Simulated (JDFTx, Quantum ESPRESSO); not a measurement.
This is a calculation of ZrB2 for JDFTx 1.7.0 (patched build). 

Contents of ZrB2.in:

```
lattice \
    5.9904318151    -2.9952159075     0.0000000000 \
    0.0000000000     5.1878661315     0.0000000000 \
    0.0000000000     0.0000000000     6.6764023983
coords-type Lattice
ion Zr     0.0000000000     0.0000000000     0.0000000000 1
ion B      0.6666666667     0.3333333333     0.5000000000 1
ion B      0.3333333333     0.6666666667     0.5000000000 1

ion-species pseudo/Zr.upf
ion-species pseudo/B.upf
elec-cutoff 38 304
elec-ex-corr gga-PBE
kpoint-folding 5 5 4
elec-smearing Fermi 0.0018374661
elec-n-bands 15
electronic-SCF nIterations 100 energyDiffThreshold 1e-09
electronic-minimize nIterations 30 energyDiffThreshold 1e-7
converge-empty-states yes
forces-output-coords Cartesian

dump-name run.$VAR
dump End Ecomponents EigStats BandEigs Kpoints Forces Stress State ElecDensity Dtot KEdensity
```

Potentials or basis: PseudoDojo-SR-PBE-0.5-standard.

The run is started by

```console
$ jdftx -c 1 -i ZrB2.in -o ZrB2.out
```

Translate it to Quantum ESPRESSO 7.5. Potentials or basis there: SG15 PBE 1.2, cutoff 952 eV.

As run (cutoffs and basis follow the program's own potentials, and thresholds, step limits or extra output files can differ):

pw.in

```
&CONTROL
  calculation = 'scf'
  prefix = 'pwscf'
  outdir = './tmp'
  pseudo_dir = './pseudo'
  tprnfor = .true.
  tstress = .true.
  disk_io = 'nowf'
/
&SYSTEM
  ibrav = 0
  nat = 3
  ntyp = 2
  ecutwfc = 70
  nbnd = 15
  occupations = 'smearing'
  smearing = 'fd'
  degauss = 0.00367493
/
&ELECTRONS
  conv_thr = 6d-10
  electron_maxstep = 120
  mixing_beta = 0.5
/
ATOMIC_SPECIES
Zr    91.2240 Zr_ONCV_PBE-1.2.upf
B     10.8100 B_ONCV_PBE-1.2.upf
CELL_PARAMETERS angstrom
   3.1700000000    0.0000000000    0.0000000000
  -1.5850000000    2.7453005300    0.0000000000
   0.0000000000    0.0000000000    3.5330000000
ATOMIC_POSITIONS crystal
Zr     0.0000000000    0.0000000000    0.0000000000
B      0.6666666667    0.3333333333    0.5000000000
B      0.3333333333    0.6666666667    0.5000000000
K_POINTS automatic
5 5 4 0 0 0
```

Potentials or basis: SG15 PBE 1.2.

Launch:

```console
$ OMP_NUM_THREADS=1 mpirun -n 2 pw.x -nk 2 -in pw.in > pw.out
```

Both were run:

|  | JDFTx | Quantum ESPRESSO |
| --- | --- | --- |
| Pressure | 0.9 GPa | 0.2 GPa |

Pressure is positive in compression.

The k mesh is coarse, so the values aren't converged.
